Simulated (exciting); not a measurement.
Li:

```xyz
1
Lattice="0.0000 2.2020 2.2020 2.2020 0.0000 2.2020 2.2020 2.2020 0.0000" Properties=species:S:1:pos:R:3 pbc="T T T"
Li    0.0000    0.0000    0.0000
```

This isn't the form of Li at room conditions, which is bcc.

- Program: exciting (release sodium)
- Task: single point
- Functional: PBEsol
- Potentials or basis: all-electron LAPW+lo, shipped species files, valence relativity zora
- rgkmax: 7
- k mesh: 10 × 10 × 10
- Occupations: fermi-dirac, width 0.05 eV
- Spin: no spin polarisation
- gmaxvr (cutoff of density and potential): 14 1/bohr
- lmaxapw (and lmaxmat): 10
- lmaxvr: 8
- nempty: 8
- Valence relativity: zora
- epsengy: 1e-05 Ha
- epspot: 1e-05 Ha
- maxscl: 60
- Muffin-tin radii: Li 1.7 bohr

On this cell: band gap on the k mesh none (metal or under the smearing width).

The same run follows on a disturbed copy (cell strained at random at fixed volume):

```
CELL_PARAMETERS angstrom
-0.02939 2.18954 2.16794
2.24417 -0.07957 2.21812
2.15233 2.14788 0.01227
ATOMIC_POSITIONS crystal
Li 0.99760 0.00530 0.00297
```

Problem. What does the disturbed cell give?

Solution. The energy (extrapolated to zero smearing) moves by +2.7 meV/atom; band gap on the k mesh none (metal or under the smearing width).

Caveats: the free energy is that total less TS from the occupations.
